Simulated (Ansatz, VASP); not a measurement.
# Two plane-wave programs on Al

Contents of INCAR:

```
SYSTEM = Al
  PREC = Accurate
  ENCUT = 520
  EDIFF = 1E-7
  ISMEAR = -1
  SIGMA = 0.05
  LREAL = .False.
  LASPH = .True.
  NELM = 100
  ALGO = Normal
  ISIF = 2
  LWAVE = .False.
  LCHARG = .False.
  GGA = PS
  NBANDS = 8
```

KPOINTS

```
regular mesh
0
Gamma
  12 12 12
  0 0 0
```

Contents of POSCAR:

```
Al
1.0
   -1.5587357247      1.5587357247      1.5587357247
    1.5587357247     -1.5587357247      1.5587357247
    1.5587357247      1.5587357247     -1.5587357247
Al
1
Direct
    0.0000000000      0.0000000000      0.0000000000
```

input.yaml

```yaml
crystal:
  lattice:
    - [-1.5587357247, 1.5587357247, 1.5587357247]
    - [1.5587357247, -1.5587357247, 1.5587357247]
    - [1.5587357247, 1.5587357247, -1.5587357247]
  atoms:
    - { symbol: Al, position: [0.0, 0.0, 0.0] }
hamiltonian:
  xc: pbesol
  pseudopotentials: { kind: paw }
kpoints:
  mp_grid: { grid: [12, 12, 12] }
scf:
  occupations: { method: fermi_dirac, width: 0.05 }
output:
  forces: true
  stress: true
  eigenvalues: true
```

Change from the starting cell: volume scaled by 0.94.

Alike in both runs: task single point; functional PBEsol; k mesh 12 × 12 × 12; occupations fermi-dirac, width 0.05 eV; no spin polarisation.

```csv
,VASP,Ansatz
version,VASP 6.6.1,Ansatz 0.2.0
potentials or method,"VASP PAW PBE potentials, release 64 (Al)",Ansatz PAW
plane-wave cutoff (eV),520,420
valence electrons in the cell,3,3
```

Ansatz gave:

* gap on the k mesh at the Fermi level (eV): none
* pressure (GPa): 8.0

What did VASP give for the same quantities?

gap on the k mesh at the Fermi level (eV): none; pressure (GPa): 8.1.

A gap of «none» marks a metal or a gap that the smearing closes. With one functional, cell and mesh, what is left measures potentials, basis and numerics.

Caveats: the PAW data sets were made with another functional, which shifts forces and pressure a little (VASP); the PAW data sets come from PBE, with cores solved anew for the run's functional, which leaves a small shift of forces and pressure (Ansatz).
